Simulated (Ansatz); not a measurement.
**What strain does to AgI (wurtzite)**

Wurtzite AgI, relaxed with r2SCAN in the plane-wave code Ansatz. It is hexagonal, P6_3mc (No. 186); a = 4.651 Å, c = 7.599 Å in the conventional setting, 35.59 Å³ an atom. Ag is surrounded by 4 I at 2.85 Å; I is surrounded by 4 Ag at 2.85 Å.

The axes x, y and z are those of this cell:
```
CELL_PARAMETERS angstrom
4.65087 0.00000 0.00000
-2.32544 4.02777 0.00000
0.00000 0.00000 7.59930
ATOMIC_POSITIONS crystal
Ag 0.33333 0.66667 0.00000
Ag 0.66667 0.33333 0.50000
I 0.33333 0.66667 0.37500
I 0.66667 0.33333 0.87500
```

Unstrained: PBE gives a direct gap of 1.367 eV at Γ. With r2SCAN the gap is 1.861 eV and direct, at Γ. With HSE06 the gap is 2.531 eV and direct, at Γ. Meshes: PBE 6×6×4, r2SCAN 6×6×4, HSE06 6×6×2. Strains are changes of length per length. After each strain the atoms were relaxed again with r2SCAN within the symmetry that the strain leaves, so tilts or polar shifts that break it weren't tested; points keep the names that they have in the unstrained zone. No spin polarisation and no zero-point or thermal motion.

Changes of the least gap in eV (an overlap counts as a negative gap):
```json
{"strain": "epitaxial +1.5 % in the xy plane, free normal strain -1.79 %", "volume change (%)": "+1.2", "space group": "P6_3mc", "PBE": "+0.016", "r2SCAN": "+0.020", "HSE06": "+0.022", "energy rise, r2SCAN (meV/atom)": "1.7"}
{"strain": "isotropic -5.0 % on every length", "volume change (%)": "-14.3", "space group": "P6_3mc", "PBE": "+0.020", "r2SCAN": "+0.024", "HSE06": "-0.013", "energy rise, r2SCAN (meV/atom)": "90.0"}
{"strain": "uniaxial -1.0 % along z", "volume change (%)": "-1.0", "space group": "P6_3mc", "PBE": "+0.006", "r2SCAN": "+0.007", "HSE06": "+0.006", "energy rise, r2SCAN (meV/atom)": "0.4"}
{"strain": "epitaxial -2.0 % in the xy plane, free normal strain +2.40 %", "volume change (%)": "-1.7", "space group": "P6_3mc", "PBE": "-0.037", "r2SCAN": "-0.040", "HSE06": "-0.045", "energy rise, r2SCAN (meV/atom)": "2.9"}
```

Epitaxial +1.5 % in the xy plane, free normal strain -1.79 %. HSE06: the gap goes from 2.531 to 2.553 eV (+0.022 eV). Stress change with r2SCAN, compression positive: xx -0.50, yy -0.50, zz 0.00 GPa.

Isotropic -5.0 % on every length. HSE06: the gap goes from 2.531 to 2.518 eV (-0.013 eV); with r2SCAN the top three valence levels at Γ, grouped 2+1 from the top over 62 meV, become 2+1 over 90 meV. Stress change with r2SCAN, compression positive: xx +6.60, yy +6.60, zz +6.87 GPa. For HSE06, dE_g/d ln V = 0.1 eV over this step.

Uniaxial -1.0 % along z, other directions held. HSE06: the gap goes from 2.531 to 2.537 eV (+0.006 eV). Stress change with r2SCAN, compression positive: xx +0.25, yy +0.25, zz +0.41 GPa.

Epitaxial -2.0 % in the xy plane, free normal strain +2.40 %. HSE06: the gap goes from 2.531 to 2.486 eV (-0.045 eV); with r2SCAN the top three valence levels at Γ, grouped 2+1 from the top over 62 meV, become 2+1 over 100 meV. Stress change with r2SCAN, compression positive: xx +0.64, yy +0.64, zz 0.00 GPa.

Spin-orbit coupling is left out, which matters wherever the heavy atoms make up the band edges.

The meshes of the hybrids are coarse, so their gaps aren't converged to the digits shown.

The splittings at Γ are without spin-orbit coupling, which regroups them where it is of like size or larger.
